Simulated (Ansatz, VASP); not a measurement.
**Two plane-wave programs on Rh**

Contents of INCAR:

```
  PREC = Accurate
  ENCUT = 520
  EDIFF = 1E-6
  ISMEAR = -1
  SIGMA = 0.1
  LREAL = False
  LASPH = True
  NELM = 100
  ALGO = Normal
  ISIF = 2
  LWAVE = False
  LCHARG = False
  GGA = B5
  ALDAX = 1.0
  AGGAX = 1.0
  AGGAC = 1.0
  ALDAC = 0.0
  NBANDS = 14
```

Contents of KPOINTS:

```
regular mesh
0
Gamma
  14 14 14
```

POSCAR

```
Rh
1.0
    2.6513968086      0.0000000000      0.0000000000
    0.0000000000      2.6513968086      0.0000000000
    0.0000000000      0.0000000000      2.6513968086
Rh
1
Direct
    0.0000000000      0.0000000000      0.0000000000
```

Input for Ansatz:

```yaml
crystal:
  lattice:
    - [2.6513968086, 0.0, 0.0]
    - [0.0, 2.6513968086, 0.0]
    - [0.0, 0.0, 2.6513968086]
  atoms:
    - { symbol: Rh, position: [0.0, 0.0, 0.0] }
hamiltonian:
  xc: blyp
  pseudopotentials:
    kind: paw
    azcp:
      Rh: "pseudopotentials/Rh.paw.azcp"
basis:
  ecutwfc: 420
  fft_grid_basis: typed
kpoints:
  mp_grid: { grid: [14, 14, 14], shift: [0, 0, 0] }
magnetization:
  spin_polarized: false
scf:
  occupations: { method: fermi_dirac, width: 0.1 }
  lower_state_search: "off"
output:
  stress: true
```

Alike in both runs: task single point; functional BLYP; k mesh 14 × 14 × 14; occupations fermi-dirac, width 0.1 eV; no spin polarisation.

|  | VASP | Ansatz |
| --- | --- | --- |
| version | VASP 6.6.1 | Ansatz 0.2.0 |
| potentials or method | VASP PAW PBE potentials, release 64 (Rh_pv) | plane waves (420 eV) with PAW, scalar-relativistic |
| plane-wave cutoff (eV) | 520 | 420 |
| valence electrons in the cell | 15 | 17 |

VASP gave:

| Item | Value |
| --- | --- |
| pressure (GPa) | -9.5 |

Question: What did Ansatz give for the same quantities?

Answer: Pressure (GPa): -9.8.

The functional is the same, so the differences come from potentials, cutoffs and numerics. The two sets of potentials don't hold the same shells in valence.

Caveats: the PAW data sets were made with another functional, which shifts forces and pressure a little (VASP).
